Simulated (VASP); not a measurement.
Output of a VASP run:

File OSZICAR:
```
...
DAV:  13    -0.932348499329E+02    0.30307E-01   -0.41859E-02  2102   0.253E+00    0.919E-02
DAV:  14    -0.932610269419E+02   -0.26177E-01   -0.10067E-02  1708   0.688E-01    0.118E-01
DAV:  15    -0.932623683328E+02   -0.13414E-02   -0.12674E-03  2162   0.570E-01    0.916E-02
DAV:  16    -0.932601233560E+02    0.22450E-02   -0.15259E-03  2096   0.605E-01    0.380E-02
DAV:  17    -0.932621958355E+02   -0.20725E-02   -0.14392E-03  2108   0.303E-01    0.182E-02
DAV:  18    -0.932625887066E+02   -0.39287E-03   -0.12352E-04  1776   0.812E-02    0.138E-02
DAV:  19    -0.932627058134E+02   -0.11711E-03   -0.16560E-04  1750   0.832E-02    0.134E-02
DAV:  20    -0.932626346079E+02    0.71205E-04   -0.26215E-05  2176   0.101E-01    0.632E-03
DAV:  21    -0.932627426944E+02   -0.10809E-03   -0.23677E-05  1862   0.430E-02    0.531E-03
DAV:  22    -0.932627706827E+02   -0.27988E-04   -0.16440E-05  1768   0.287E-02    0.113E-03
DAV:  23    -0.932627713033E+02   -0.62057E-06   -0.16139E-06  1212   0.932E-03
   1 F= -.93262771E+02 E0= -.93262771E+02  d E =-.932628E+02
       N       E                     dE             d eps       ncg     rms          rms(c)
DAV:   1    -0.934127375421E+02   -0.14997E+00   -0.36062E+00  2232   0.297E+01    0.276E+00
DAV:   2    -0.932962844188E+02    0.11645E+00   -0.31917E-01  2238   0.676E+00    0.123E+00
DAV:   3    -0.932573670832E+02    0.38917E-01   -0.71298E-02  2298   0.529E+00    0.379E-01
DAV:   4    -0.932253259355E+02    0.32041E-01   -0.35480E-02  2056   0.220E+00    0.214E-01
DAV:   5    -0.932590371215E+02   -0.33711E-01   -0.15350E-02  1594   0.101E+00    0.116E-01
DAV:   6    -0.932526790632E+02    0.63581E-02   -0.22344E-03  1716   0.360E-01    0.638E-02
DAV:   7    -0.932588258932E+02   -0.61468E-02   -0.25762E-03  1730   0.418E-01    0.160E-02
DAV:   8    -0.932590861677E+02   -0.26027E-03   -0.21894E-04  1756   0.121E-01    0.110E-02
DAV:   9    -0.932591406977E+02   -0.54530E-04   -0.22644E-05  1844   0.456E-02    0.539E-03
DAV:  10    -0.932591396003E+02    0.10974E-05   -0.13584E-05  1644   0.257E-02    0.144E-03
DAV:  11    -0.932591507705E+02   -0.11170E-04   -0.33603E-06  1366   0.162E-02    0.447E-04
DAV:  12    -0.932591510681E+02   -0.29760E-06   -0.29270E-07  1264   0.555E-03
   2 F= -.93259151E+02 E0= -.93259151E+02  d E =0.362024E-02
       N       E                     dE             d eps       ncg     rms          rms(c)
DAV:   1    -0.933166742646E+02   -0.57523E-01   -0.11993E+00  2154   0.179E+01    0.156E+00
DAV:   2    -0.932797517063E+02    0.36923E-01   -0.10638E-01  2182   0.370E+00    0.708E-01
DAV:   3    -0.932666394990E+02    0.13112E-01   -0.23921E-02  2286   0.295E+00    0.210E-01
DAV:   4    -0.932586637247E+02    0.79758E-02   -0.12332E-02  2056   0.121E+00    0.126E-01
DAV:   5    -0.932671336698E+02   -0.84699E-02   -0.55481E-03  1602   0.582E-01    0.597E-02
DAV:   6    -0.932657261067E+02    0.14076E-02   -0.77990E-04  1684   0.233E-01    0.308E-02
DAV:   7    -0.932671389522E+02   -0.14128E-02   -0.64033E-04  1702   0.208E-01    0.792E-03
DAV:   8    -0.932671738033E+02   -0.34851E-04   -0.61225E-05  1752   0.722E-02    0.503E-03
DAV:   9    -0.932672046736E+02   -0.30870E-04   -0.96037E-06  1486   0.270E-02    0.270E-03
DAV:  10    -0.932672061737E+02   -0.15001E-05   -0.38458E-06  1568   0.131E-02    0.132E-03
DAV:  11    -0.932672083724E+02   -0.21988E-05   -0.58405E-07  1188   0.934E-03    0.395E-04
DAV:  12    -0.932672084508E+02   -0.78362E-07   -0.16938E-07  1064   0.375E-03
   3 F= -.93267208E+02 E0= -.93267208E+02  d E =-.443715E-02
```

**OUTCAR**
```
------------------------ aborting loop because EDIFF is reached ----------------------------------------
  FORCE on cell =-STRESS in cart. coord.  units (eV):
  Direction    XX          YY          ZZ          XY          YZ          ZX
  --------------------------------------------------------------------------------------
  Total       -0.0672091     -0.0672091      0.0648302      0.0000000      0.0000000      0.0000000
  in kB       -0.8739921     -0.8739922      0.8430571      0.0000000      0.0000000      0.0000000
  external PRESSURE =      -0.3016424 kB  Pullay stress =       0.0000000 kB
  volume of cell :      123.21
      direct lattice vectors                 reciprocal lattice vectors
     2.503185809 -4.335645369  0.000000000     0.199745460 -0.115323085  0.000000000
     2.503185809  4.335645369 -0.000000000     0.199745460  0.115323085 -0.000000000
     0.000000000  0.000000000  5.676156846     0.000000000  0.000000000  0.176175540
 POSITION                                       TOTAL-FORCE (eV/Angst)
 -----------------------------------------------------------------------------------
      3.63328     -2.37827      1.89205        -0.007124     -0.012339      0.000000
      2.74619      0.00000      5.67616         0.014248     -0.000000      0.000000
      3.63328      2.37827      3.78411        -0.007124      0.012339      0.000000
      1.74871      0.40678      1.38178         0.009499     -0.011315      0.002318
      3.77974      1.31103      5.16589         0.005050      0.013884      0.002318
      1.98111     -2.61783      2.40232        -0.014549      0.002569     -0.002318
      3.77974     -1.31103      0.51027         0.005050     -0.013884     -0.002318
      1.74871     -0.40678      4.29437         0.009499      0.011315     -0.002318
      1.98111      2.61783      3.27384        -0.014549     -0.002569      0.002318
 -----------------------------------------------------------------------------------
    total drift:                                0.000511     -0.000392      0.000011
  FREE ENERGIE OF THE ION-ELECTRON SYSTEM (eV)
  ---------------------------------------------------
  free  energy   TOTEN  =       -93.2672084508 eV

  energy  without entropy=      -93.2672084508  energy(sigma->0) =      -93.26720845

 reached required accuracy - stopping structural energy minimisation
```
(Selected blocks of OUTCAR.)

POSCAR:
```
GeO2
1
    2.5091974334    -4.3460578103     0.0000000000
    2.5091974334     4.3460578103    -0.0000000000
    0.0000000000     0.0000000000     5.6894850895
Ge O
3 6
Direct
  1.0000000000   0.4514962263   0.3333330000
  0.5485037737   0.5485037737   0.0000000000
  0.4514962263   1.0000000000   0.6666670000
  0.3023690222   0.3958730528   0.2436629777
  0.6041269472   0.9064959694   0.9103299777
  0.6976309778   0.0935040306   0.4230030223
  0.9064959694   0.6041269472   0.0896700223
  0.3958730528   0.3023690222   0.7563370223
  0.0935040306   0.6976309778   0.5769969777
```

Q: Write an INCAR and KPOINTS that could have produced this output.

A: This is not unique; one that fits is the input of the run itself, r2SCAN meta-GGA, plane waves, VASP's PBE PAW potentials (set 64).

INCAR:
```
! general
SYSTEM =GeO2
PREC   =Accurate
ENCUT  =520
LREAL  =.FALSE.
LASPH  =.TRUE.

! electronic loop
EDIFF  =1E-6
NELM   =100
ALGO   =Normal
LMAXMIX=4
LMIXTAU=.TRUE.

! smearing
ISMEAR =0
SIGMA  =0.05

! functional
METAGGA=R2SCAN

! ions
IBRION =2
NSW    =60
ISIF   =3
EDIFFG =-0.02

! output
LWAVE  =.FALSE.
LCHARG =.FALSE.
```

File KPOINTS:
```
Automatic
0
gamma
5 5 4
```

POTCAR, in this order: Ge_d O (PBE.64 set). Program: vasp_std.

The compound is GeO2 in the quartz structure, a metastable form; rutile is stable. This run relaxes it. Symmetry was kept, so distortions that lower it aren't found. The start is the result of an earlier pass.
